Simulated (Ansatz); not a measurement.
**MgO: moving O off its site**

MgO, Fm-3m, a = 4.270 Å (as given, not relaxed at this level: -5.8 GPa). Ansatz: PBEsol, PAW, 420 eV, Γ-centred 10×10×10 mesh on 2 atoms, Gaussian smearing 0.05 eV; no spin polarisation.

```
Mg O
1.0
     0.00000    2.13515    2.13515
     2.13515    0.00000    2.13515
     2.13515    2.13515    0.00000
Mg O
1 1
Direct
  0.00000 0.00000 0.00000
  0.50000 0.50000 0.50000
```

Atom 2 (O) moves by x along the unit vector (0.000, 0.000, 1.000), with its periodic images; all else is held. y is the free energy of the cell over the start, F the force along the path summed over the moved atoms. Symmetry makes y even in x.

| x (Å) | y (meV) | F (eV/Å) |
| --- | --- | --- |
| -0.1000 | ? | ? |
| -0.0500 | 5.51 | 0.22 |
| 0.0000 | 0.00 | 0.00 |
| 0.0125 | 0.34 | -0.05 |
| 0.0250 | 1.37 | -0.11 |
| 0.0375 | 3.09 | -0.17 |
| 0.0625 | 8.66 | -0.28 |
| 0.0750 | 12.55 | -0.34 |
| 0.0875 | 17.21 | -0.40 |

Task: Fit y = c2 x² + c4 x⁴ to the energies of the other rows, give the force constant, and predict energy and force of the missing row.

Result: Least squares on the rows shown. y = 2184.4 x² + 8288.8 x⁴. The force constant is 2 c2 = 4.37 eV/Å², for the cell as given, at -5.8 GPa (for all images moving together, not for a lone atom). With two atoms in a cubic cell this is the optical mode at Γ without the LO field: ω = 521.5 √(2 c2/μ) = 351 cm⁻¹ for μ = 9.65 u. The force −dy/dx at the missing row is 0.47 eV/Å (computed 0.47). At x = -0.1000 the fit asked for gives 22.67 meV. The run gave 22.67 meV, the same to the digits shown.